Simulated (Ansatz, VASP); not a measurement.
## SrO: VASP beside Ansatz

Contents of INCAR:

```
PREC     = Accurate       # precision mode
ENCUT    = 520            # plane-wave cutoff, eV
EDIFF    = 1E-6           # SCF threshold, eV
ISMEAR   = -1             # smearing method
SIGMA    = 0.05           # smearing width, eV
LREAL    = F              # projectors in reciprocal space
LASPH    = T              # aspherical terms in the spheres
NELM     = 100            # most SCF steps
ALGO     = Normal         # electronic algorithm
ISIF     = 2              # what is computed and relaxed
LWAVE    = F              # write WAVECAR
LCHARG   = T              # write CHGCAR
LELF     = T              # ELF
LVHAR    = T            
NBANDS   = 24             # bands
```

The input KPOINTS:

```
Automatic mesh
0
Gamma
  9 9 5
```

The input POSCAR:

```
SrO
1.0
    3.5052647967      0.0000000000      0.0000000000
   -1.7526323983      3.0356483609      0.0000000000
    0.0000000000      0.0000000000      6.1332760581
Sr O
2 2
Direct
    0.6666666667      0.3333333333      0.7500000000
    0.3333333333      0.6666666667      0.2500000000
    0.0000000000      0.0000000000      0.5000000000
    0.0000000000      0.0000000000      0.0000000000
```

Contents of input.yaml:

```yaml
crystal:
  lattice:
    - [3.5052647967, 0.0, 0.0]
    - [-1.7526323983, 3.0356483609, 0.0]
    - [0.0, 0.0, 6.1332760581]
  atoms:
    - { symbol: Sr, position: [0.6666666667, 0.3333333333, 0.75] }
    - { symbol: Sr, position: [0.3333333333, 0.6666666667, 0.25] }
    - { symbol: O, position: [0.0, 0.0, 0.5] }
    - { symbol: O, position: [0.0, 0.0, 0.0] }
kpoints:
  mp_grid: { grid: [9, 9, 5] }
scf:
  occupations: { method: fermi_dirac, width: 0.05 }
hamiltonian:
  xc: lda
  pseudopotentials: { kind: all_electron, lapw: { basis_error: 0.002 } }
output:
  forces: true
  stress: true
  eigenvalues: true
```

Change from the starting cell: volume scaled by 0.96.

Alike in both runs: task single point; functional LDA; k mesh 9 × 9 × 5; occupations fermi-dirac, width 0.05 eV; no spin polarisation.

|  | VASP | Ansatz |
| --- | --- | --- |
| version | VASP 6.6.1 | Ansatz 0.2.0 |
| potentials or method | VASP PAW LDA potentials, release 64 (Sr_sv, O) | all-electron LAPW, scalar-relativistic |
| plane-wave cutoff (eV) | 520 | see its input |

Ansatz gave:

- gap on the k mesh at the Fermi level (eV): 2.97
- least direct gap on the mesh (eV): 3.10
- pressure (GPa): -2.2
- largest component of the traceless stress (GPa): 0.24

Q: Which values does VASP return?

A: gap on the k mesh at the Fermi level (eV): 2.92; least direct gap on the mesh (eV): 3.11; pressure (GPa): -1.5; largest component of the traceless stress (GPa): 0.22.

Ansatz ran all-electron here, so the differences hold the error of VASP's frozen core and of both bases.

Caveats: an odd mesh through Γ misses points on the zone boundary, where band edges often lie.
